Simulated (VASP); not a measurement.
# MoS2 (P6_3/mmc) in VASP: settings compared, part 2 of 2

VASP 6.6.1.

## Step 3: Relaxation of cell and atoms, PBE+D3(BJ)

This run uses another cell than the first one, of 17.86 Å³/atom, 0.839 times its volume.

Contents of INCAR:

```
SYSTEM = MoS2
PREC     = Accurate       ! precision mode
ENCUT    = 600            ! plane-wave cutoff, eV
EDIFF    = 1E-6           ! SCF threshold, eV
ISMEAR   = 0              ! smearing method
SIGMA    = 0.03           ! smearing width, eV
LREAL    = .FALSE.        ! projectors in reciprocal space
LASPH    = .TRUE.         ! aspherical terms in the spheres
NELM     = 80             ! most SCF steps
ALGO     = Normal         ! electronic algorithm
ISIF     = 3              ! what is computed and relaxed
LWAVE    = .FALSE.        ! write WAVECAR
LCHARG   = .FALSE.        ! write CHGCAR
GGA      = PE             ! functional
IVDW     = 12             ! dispersion correction
IBRION   = 2              ! ionic algorithm
NSW      = 90             ! ionic steps
EDIFFG   = -0.01          ! ionic threshold
KPAR     = 2
```

Contents of KPOINTS:

```
regular mesh
0
G
  12 12 3
  0 0 0
```

Contents of POSCAR:

```
MoS2
1.0
    3.1690000000      0.0000000000      0.0000000000
   -1.5845000000      2.7444345000      0.0000000000
    0.0000000000      0.0000000000     12.3240000000
Mo S
2 4
Direct
    0.3333333300      0.6666666700      0.2500000000
    0.6666666700      0.3333333300      0.7500000000
    0.3333333300      0.6666666700      0.6230000000
    0.6666666700      0.3333333300      0.1230000000
    0.3333333300      0.6666666700      0.8770000000
    0.6666666700      0.3333333300      0.3770000000
```

Potentials or basis: VASP PAW PBE potentials, release 64 (Mo_sv, S).

Launch:

```sh
$ cat potpaw_PBE.64/Mo_sv/POTCAR potpaw_PBE.64/S/POTCAR > POTCAR
$ mpirun -np 2 vasp_std > vasp.out
```

OUTCAR:

```text
SYSTEM = MoS2
   PREC = Accurate
   ENCUT = 600
   EDIFF = 1E-6
   ISMEAR = 0
   LREAL = .FALSE.
   LASPH = .TRUE.
   NELM = 80
   ISIF = 3
   GGA = PE
   IVDW = 12
   IBRION = 2
   NSW = 90
   EDIFFG = -0.01
 IVDW          = 12

 ion  position               nearest neighbor table
   1  0.333  0.667  0.250-   4 2.41   6 2.41   4 2.41   6 2.41   4 2.41   6 2.41
   2  0.667  0.333  0.750-   3 2.41   5 2.41   3 2.41   5 2.41   3 2.41   5 2.41
   3  0.333  0.667  0.623-   2 2.41   2 2.41   2 2.41
   4  0.667  0.333  0.123-   1 2.41   1 2.41   1 2.41
   5  0.333  0.667  0.877-   2 2.41   2 2.41   2 2.41
   6  0.667  0.333  0.377-   1 2.41   1 2.41   1 2.41

  LATTYP: Found a hexagonal cell.
 ALAT       =     3.1690000000
 C/A-ratio  =     3.8889239508

  Lattice vectors:

 A1 = (   3.1690000000,   0.0000000000,   0.0000000000)
 A2 = (  -1.5845000000,   2.7444345000,   0.0000000000)
 A3 = (   0.0000000000,   0.0000000000,  12.3240000000)

Analysis of symmetry for initial positions (statically):
=====================================================================
 Subroutine PRICEL returns:
 Original cell was already a primitive cell.

 Routine SETGRP: Setting up the symmetry group for a
 hexagonal supercell.

 Subroutine GETGRP returns: Found 24 space group operations
 (whereof 12 operations were pure point group operations)
 out of a pool of 24 trial point group operations.

The static configuration has the point symmetry D_3d.
 The point group associated with its full space group is D_6h.

Analysis of symmetry for dynamics (positions and initial velocities):
=====================================================================
 Subroutine PRICEL returns:
 Original cell was already a primitive cell.

 Routine SETGRP: Setting up the symmetry group for a
 hexagonal supercell.

 Subroutine GETGRP returns: Found 24 space group operations
 (whereof 12 operations were pure point group operations)
 out of a pool of 24 trial point group operations.

The dynamic configuration has the point symmetry D_3d.
 The point group associated with its full space group is D_6h.

 Subroutine INISYM returns: Found 24 space group operations
 (whereof 12 operations are pure point group operations),
 and found     1 'primitive' translations

----------------------------------------------------------------------------------------

                                     Primitive cell

  volume of cell :     107.1832

  direct lattice vectors                    reciprocal lattice vectors
     3.169000000  0.000000000  0.000000000     0.315556958  0.182186895  0.000000000
    -1.584500000  2.744434500  0.000000000     0.000000000  0.364373790  0.000000000
     0.000000000  0.000000000 12.324000000     0.000000000  0.000000000  0.081142486

  length of vectors
     3.169000000  3.168999996 12.324000000     0.364373789  0.364373790  0.081142486

  position of ions in fractional coordinates (direct lattice)
     0.333333330  0.666666670  0.250000000
     0.666666670  0.333333330  0.750000000
     0.333333330  0.666666670  0.623000000
     0.666666670  0.333333330  0.123000000
     0.333333330  0.666666670  0.877000000
     0.666666670  0.333333330  0.377000000

  ion indices of the primitive-cell ions
   primitive index   ion index
                 1           1
                 2           2
                 3           3
                 4           4
                 5           5
                 6           6

----------------------------------------------------------------------------------------

 KPOINTS: regular mesh
[... 26 lines left out ...]
  0.083333  0.000000  0.000000      6.000000
  0.166667  0.000000  0.000000      6.000000
  0.250000  0.000000  0.000000      6.000000
  0.333333  0.000000  0.000000      6.000000
  0.416667  0.000000  0.000000      6.000000
[... 16 lines left out ...]
  0.250000  0.000000  0.333333     12.000000
  0.333333  0.000000  0.333333     12.000000
 [... further k-points ...]
   k-points           NKPTS =     38   k-points in BZ     NKDIM =     38   number of bands    NBANDS=     31
   number of dos      NEDOS =    301   number of ions     NIONS =      6
   total plane-waves  NPLWV =  76832
   dimension x,y,z NGX =    28 NGY =   28 NGZ =   98
   dimension x,y,z NGXF=    56 NGYF=   56 NGZF=  196
   ions per type =               2   4
   NGX,Y,Z   is equivalent  to a cutoff of  14.69, 14.69, 13.22 a.u.
   NGXF,Y,Z  is equivalent  to a cutoff of  29.38, 29.38, 26.44 a.u.
 SYSTEM =  MoS2
   PREC   = accura    normal or accurate (medium, high low for compatibility)
   ISTART =      0    job   : 0-new  1-cont  2-samecut
   ICHARG =      2    charge: 1-file 2-atom 10-const
   ISPIN  =      1    spin polarized calculation?
   LNONCOLLINEAR =      F non collinear calculations
   LSORBIT =      F    spin-orbit coupling
   LASPH  =      T    aspherical Exc in radial PAW
   ENCUT  =  600.0 eV  44.10 Ry    6.64 a.u.   6.33  6.33 24.61*2*pi/ulx,y,z
   NELM   =     80;   NELMIN=  2; NELMDL= -5     # of ELM steps
   EDIFF  = 0.1E-05   stopping-criterion for ELM
   LREAL  =      F    real-space projection
   EDIFFG = -.1E-01   stopping-criterion for IOM
   NSW    =     90    number of steps for IOM
   IBRION =      2    ionic relax: 0-MD 1-quasi-New 2-CG
   NFREE  =      1    steps in history (QN), initial steepest desc. (CG)
   ISIF   =      3    stress and relaxation
   ISYM   =      2    0-nonsym 1-usesym 2-fastsym
   POTIM  = 0.5000    time-step for ionic-motion
   TEBEG  =    0.0;   TEEND  =   0.0 temperature during run
   PSTRESS=    0.0 pullay stress
   NELECT =      52.0000    total number of electrons
   NUPDOWN=      -1.0000    fix difference up-down
   EMIN   =  10.00;   EMAX   =-10.00  energy-range for DOS
   EFERMI =   0.00;   METHOD = LEGACY
   ISMEAR =     0;   SIGMA  =   0.03  broadening in eV -4-tet -1-fermi 0-gaus
   EFERMI_NEDOS =   21; number of points for ismear=-14 and -15
   IALGO  =     38    algorithm
   IMIX   =      4    mixing-type and parameters
     AMIX     =   0.40;   BMIX     =  1.00
     AMIX_MAG =   1.60;   BMIX_MAG =  1.00
  volume/ion in A,a.u.               =      17.86       120.55
  Fermi-wavevector in a.u.,A,eV,Ry     =   1.286373  2.430893 22.514325  1.654756
  Thomas-Fermi vector in A             =   2.418452
   LORBIT       =      0    0 simple, 1 ext, 2 COOP (PROOUT), +10 PAW based schemes
   GGA     = PE    functional components
   LHFCALC =     F    Hartree Fock is set to
   AEXX    =    0.0000 exact exchange contribution
   IVDW    =    12    specifies the selected vdW correction
   LEPSILON=     F    determine dielectric tensor
   LRPA    =     F    only Hartree local field effects (RPA)
 conjugate gradient relaxation of ions
 non-spin polarized calculation
 Gauss-broadening in eV      SIGMA  =   0.03
  energy-cutoff  :      600.00
  volume of cell :      107.18
 maximum number of plane-waves:      3603
 NGX is ok and might be reduce to    28
   NGX = 13   NGY = 13   NGZ = 49

--------------------------------------- Ionic step        1  -------------------------------------------

 number of electron      52.0000000 magnetization

 Free energy of the ion-electron system (eV)
  ---------------------------------------------------
  ext. energy  EPLUGINS =         0.00000000
  ---------------------------------------------------
  free energy    TOTEN  =       -43.61556814 eV

  energy without entropy =      -43.61556814  energy(sigma->0) =      -43.61556814

------------------------ aborting loop because EDIFF is reached ----------------------------------------

 Edisp (eV)   -2.54058

 E8    (eV) :    -1.0246
[... 117 lines left out ...]
  FREE ENERGIE OF THE ION-ELECTRON SYSTEM (eV)
  ---------------------------------------------------
  free  energy   TOTEN  =       -46.1649996482 eV

  energy  without entropy=      -46.1649996482  energy(sigma->0) =      -46.16499965

[... ionic steps 4 to 8 ...]

--------------------------------------- Ionic step        9  -------------------------------------------

 number of electron      51.9999995 magnetization

------------------------ aborting loop because EDIFF is reached ----------------------------------------
[... 83 lines left out ...]
--------------------------------------- Ionic step       11  -------------------------------------------

 number of electron      51.9999995 magnetization

 Free energy of the ion-electron system (eV)
  ---------------------------------------------------
  ext. energy  EPLUGINS =         0.00000000
  ---------------------------------------------------
  free energy    TOTEN  =       -43.54675979 eV

  energy without entropy =      -43.54675979  energy(sigma->0) =      -43.54675979

 E-fermi :   8.1200     XC(G=0): -11.0163

 val. band max:        7.9540411988   @ k =   0.0000   0.0000   0.0000
 cond. band min:       8.7544218929   @ k =   0.1667   0.1667   0.0000
 fundamental gap:      0.8003806941
 Fermi energy:         8.1199738220

 k-point     1 :       0.0000    0.0000    0.0000
  band No.  band energies     occupation
      1     -53.5849      2.00000
      2     -53.5849      2.00000
      3     -27.7499      2.00000
      4     -27.7498      2.00000
      5     -27.5079      2.00000
      6     -27.5079      2.00000
[... 805 lines left out ...]
     30       9.8174      0.00000
     31      10.7021      0.00000

 [... further k-points ...]

------------------------ aborting loop because EDIFF is reached ----------------------------------------

 Edisp (eV)   -2.62633

 E8    (eV) :    -1.0590
[... 29 lines left out ...]
  FREE ENERGIE OF THE ION-ELECTRON SYSTEM (eV)
  ---------------------------------------------------
  free  energy   TOTEN  =       -46.1730895396 eV

  energy  without entropy=      -46.1730895396  energy(sigma->0) =      -46.17308954

 reached required accuracy - stopping structural energy minimisation
```

It took 15 min on 2 MPI ranks of AMD EPYC 7R43 (Zen 3), shared host; peak memory 0.32 GiB.

Results:

| Quantity | Value |
| --- | --- |
| Free energy | -46.1731 eV |
| Relaxed volume | 17.30 Å³/atom |
| Relaxed cell | a = 3.149 Å, b = 3.149 Å, c = 12.089 Å, α = 90.00°, β = 90.00°, γ = 120.00° |
| Space group after relaxing (to 0.05 Å) | P6_3/mmc (No. 194) |
| Energy gained by relaxing | 2.8 meV/atom |
| Ionic steps | 11 |
| Pressure after relaxing | 0.0 GPa |
| Band gap on the k mesh | 0.80 eV, indirect (least direct gap 1.71 eV) |
| Dispersion energy per atom | -0.438 eV |

Step by step:
| step | energy change (eV) | largest force (eV/Å) | pressure (GPa) | volume (Å³) |
| --- | --- | --- | --- | --- |
| 1 | 0.0000 | 0.0753 | -2.05 | 107.18 |
| 2 | 0.0163 | 0.5260 | 3.47 | 103.67 |
| 3 | -0.0088 | 0.1417 | -0.09 | 105.86 |
| 4 | -0.0114 | 0.0580 | -0.06 | 105.44 |
| 5 | -0.0115 | 0.0366 | -0.07 | 105.33 |
| 6 | -0.0130 | 0.0355 | -0.03 | 105.08 |
| 7 | -0.0160 | 0.0313 | 0.07 | 104.31 |
| 8 | -0.0149 | 0.0206 | 0.41 | 102.76 |
| 9 | -0.0168 | 0.0313 | 0.21 | 103.72 |
| 10 | -0.0145 | 0.1359 | -1.02 | 104.15 |
| 11 | -0.0169 | 0.0015 | -0.01 | 103.80 |

Final structure:
```
Mo S
1.0
     3.14878    0.00000    0.00000
    -1.57439    2.72692    0.00000
     0.00000    0.00000   12.08852
Mo S
2 4
Direct
  0.33333 0.66667 0.25000
  0.66667 0.33333 0.75000
  0.33333 0.66667 0.62053
  0.66667 0.33333 0.12053
  0.33333 0.66667 0.87947
  0.66667 0.33333 0.37947
```

Caveat: an odd mesh through Γ misses points on the zone boundary, where band edges often lie.

## Step 4: Relaxation of cell and atoms, PBE+D3(BJ)

This run uses another cell than the first one, of 17.30 Å³/atom, 0.812 times its volume.

INCAR: that of step 3 with these lines changed.

```diff
@@ -3,3 +3,3 @@
 ENCUT    = 600            ! plane-wave cutoff, eV
-EDIFF    = 1E-6           ! SCF threshold, eV
+EDIFF    = 1E-7           ! SCF threshold, eV
 ISMEAR   = 0              ! smearing method
@@ -17,3 +17,3 @@
 NSW      = 90             ! ionic steps
-EDIFFG   = -0.01          ! ionic threshold
+EDIFFG   = -0.005         ! ionic threshold
 KPAR     = 2
```

KPOINTS is that of step 3.

Contents of POSCAR:

```
MoS2                                    
1.0
    3.1487811649     -0.0000000000     -0.0000000000
   -1.5743905825      2.7269244753      0.0000000000
    0.0000000000      0.0000000000     12.0885180131
  Mo              S             
     2     4
Direct
     0.3333333300000021    0.6666666699999979    0.2500000000000000
     0.6666666699999979    0.3333333300000021    0.7500000000000000
     0.3333333300000021    0.6666666699999979    0.6205253208522599
     0.6666666699999979    0.3333333300000021    0.1205253208522599
     0.3333333300000021    0.6666666699999979    0.8794746791477401
     0.6666666699999979    0.3333333300000021    0.3794746791477401
```

Potentials or basis: VASP PAW PBE potentials, release 64 (Mo_sv, S).

Launch:

```sh
$ cat potpaw_PBE.64/Mo_sv/POTCAR potpaw_PBE.64/S/POTCAR > POTCAR
$ mpirun -np 2 vasp_std > vasp.out
```

OUTCAR:

```text
SYSTEM = MoS2
   PREC = Accurate
   ENCUT = 600
   EDIFF = 1E-7
   ISMEAR = 0
   LREAL = .FALSE.
   LASPH = .TRUE.
   NELM = 80
   ISIF = 3
   GGA = PE
   IVDW = 12
   IBRION = 2
   NSW = 90
   EDIFFG = -0.005
 IVDW          = 12

 ion  position               nearest neighbor table
   1  0.333  0.667  0.250-   4 2.40   6 2.40   4 2.40   6 2.40   4 2.40   6 2.40
   2  0.667  0.333  0.750-   3 2.40   5 2.40   3 2.40   5 2.40   3 2.40   5 2.40
   3  0.333  0.667  0.621-   2 2.40   2 2.40   2 2.40
   4  0.667  0.333  0.121-   1 2.40   1 2.40   1 2.40
   5  0.333  0.667  0.879-   2 2.40   2 2.40   2 2.40
   6  0.667  0.333  0.379-   1 2.40   1 2.40   1 2.40

  LATTYP: Found a hexagonal cell.
 ALAT       =     3.1487811649
 C/A-ratio  =     3.8391102398

  Lattice vectors:

 A1 = (   3.1487811649,   0.0000000000,   0.0000000000)
 A2 = (  -1.5743905825,   2.7269244753,   0.0000000000)
 A3 = (   0.0000000000,   0.0000000000,  12.0885180131)

Analysis of symmetry for initial positions (statically):
=====================================================================
 Subroutine PRICEL returns:
 Original cell was already a primitive cell.

 Routine SETGRP: Setting up the symmetry group for a
 hexagonal supercell.

 Subroutine GETGRP returns: Found 24 space group operations
 (whereof 12 operations were pure point group operations)
 out of a pool of 24 trial point group operations.

The static configuration has the point symmetry D_3d.
 The point group associated with its full space group is D_6h.

Analysis of symmetry for dynamics (positions and initial velocities):
=====================================================================
 Subroutine PRICEL returns:
 Original cell was already a primitive cell.

 Routine SETGRP: Setting up the symmetry group for a
 hexagonal supercell.

 Subroutine GETGRP returns: Found 24 space group operations
 (whereof 12 operations were pure point group operations)
[... 135 lines left out ...]
   LORBIT       =      0    0 simple, 1 ext, 2 COOP (PROOUT), +10 PAW based schemes
   GGA     = PE    functional components
   LHFCALC =     F    Hartree Fock is set to
   AEXX    =    0.0000 exact exchange contribution
   IVDW    =    12    specifies the selected vdW correction
   LEPSILON=     F    determine dielectric tensor
   LRPA    =     F    only Hartree local field effects (RPA)
 conjugate gradient relaxation of ions
 non-spin polarized calculation
 Gauss-broadening in eV      SIGMA  =   0.03
  energy-cutoff  :      600.00
  volume of cell :      103.80
 maximum number of plane-waves:      3505
 NGX is ok and might be reduce to    28
   NGX = 13   NGY = 13   NGZ = 49

 number of electron      51.9999995 magnetization

 Free energy of the ion-electron system (eV)
  ---------------------------------------------------
  ext. energy  EPLUGINS =         0.00000000
  ---------------------------------------------------
  free energy    TOTEN  =       -43.54547793 eV

  energy without entropy =      -43.54547793  energy(sigma->0) =      -43.54547793

 E-fermi :   8.1202     XC(G=0): -11.0163

 val. band max:        7.9540656504   @ k =   0.0000   0.0000   0.0000
 cond. band min:       8.7544257971   @ k =   0.1667   0.1667   0.0000
 fundamental gap:      0.8003601466
 Fermi energy:         8.1201595476

 k-point     1 :       0.0000    0.0000    0.0000
  band No.  band energies     occupation
      1     -53.5849      2.00000
      2     -53.5849      2.00000
      3     -27.7498      2.00000
      4     -27.7497      2.00000
      5     -27.5078      2.00000
      6     -27.5078      2.00000
[... 805 lines left out ...]
     30       9.8174      0.00000
     31      10.7021      0.00000

 [... further k-points ...]

------------------------ aborting loop because EDIFF is reached ----------------------------------------

 Edisp (eV)   -2.62633

 E8    (eV) :    -1.0590

  FORCE on cell =-STRESS in cart. coord.  units (eV):
  Direction    XX          YY          ZZ          XY          YZ          ZX
  --------------------------------------------------------------------------------------
  -------------------------------------------------------------------------------------
  Total      -0.00995    -0.00995    -0.01253     0.00000     0.00000     0.00000
  in kB      -0.15354    -0.15354    -0.19345     0.00000     0.00000     0.00000
  external pressure =       -0.17 kB  Pullay stress =        0.00 kB

 VOLUME and BASIS-vectors are now :
 -----------------------------------------------------------------------------
  energy-cutoff  :      600.00
  volume of cell :      103.80
      direct lattice vectors                 reciprocal lattice vectors
     3.148781165  0.000000000  0.000000000     0.317583200  0.183356747  0.000000000
    -1.574390582  2.726924475  0.000000000     0.000000000  0.366713493  0.000000000
     0.000000000  0.000000000 12.088518013     0.000000000  0.000000000  0.082723126

 POSITION                                       TOTAL-FORCE (eV/Angst)
 -----------------------------------------------------------------------------------
     -0.00000      1.81795      3.02213        -0.000000      0.000000      0.000000
      1.57439      0.90897      9.06639         0.000000     -0.000000      0.000000
     -0.00000      1.81795      7.50123         0.000000     -0.000000     -0.001953
      1.57439      0.90897      1.45697        -0.000000     -0.000000     -0.001953
     -0.00000      1.81795     10.63155         0.000000     -0.000000      0.001953
      1.57439      0.90897      4.58729         0.000000     -0.000000      0.001953
 -----------------------------------------------------------------------------------
    total drift:                               -0.000014      0.000008     -0.000000

  FREE ENERGIE OF THE ION-ELECTRON SYSTEM (eV)
  ---------------------------------------------------
  free  energy   TOTEN  =       -46.1718076783 eV

  energy  without entropy=      -46.1718076783  energy(sigma->0) =      -46.17180768

 reached required accuracy - stopping structural energy minimisation
```

It took 3 min on 2 MPI ranks of AMD EPYC 7R43 (Zen 3), shared host; peak memory 0.29 GiB.

Results:

* Free energy: -46.1718 eV
* Pressure after relaxing: 0.0 GPa
* Band gap on the k mesh: 0.80 eV, indirect (least direct gap 1.71 eV)
* Dispersion energy per atom: -0.438 eV

Final structure:
```
CELL_PARAMETERS angstrom
3.14878 0.00000 0.00000
-1.57439 2.72692 0.00000
0.00000 0.00000 12.08852
ATOMIC_POSITIONS crystal
Mo 0.33333 0.66667 0.25000
Mo 0.66667 0.33333 0.75000
S 0.33333 0.66667 0.62053
S 0.66667 0.33333 0.12053
S 0.33333 0.66667 0.87947
S 0.66667 0.33333 0.37947
```

Levels at points of the mesh, in eV from the valence-band top:
```csv
k point,band 24,band 25,band 26,band 27,band 28,band 29
"(0.00, 0.00, 0.00)",-1.27,-1.11,0.00,2.09,2.09,2.13
"(0.50, 0.00, 0.00)",-1.52,-1.49,-1.33,1.62,1.68,2.00
```

Caveat: the relaxation stopped at its first step, so nothing moved; an odd mesh through Γ misses points on the zone boundary, where band edges often lie.
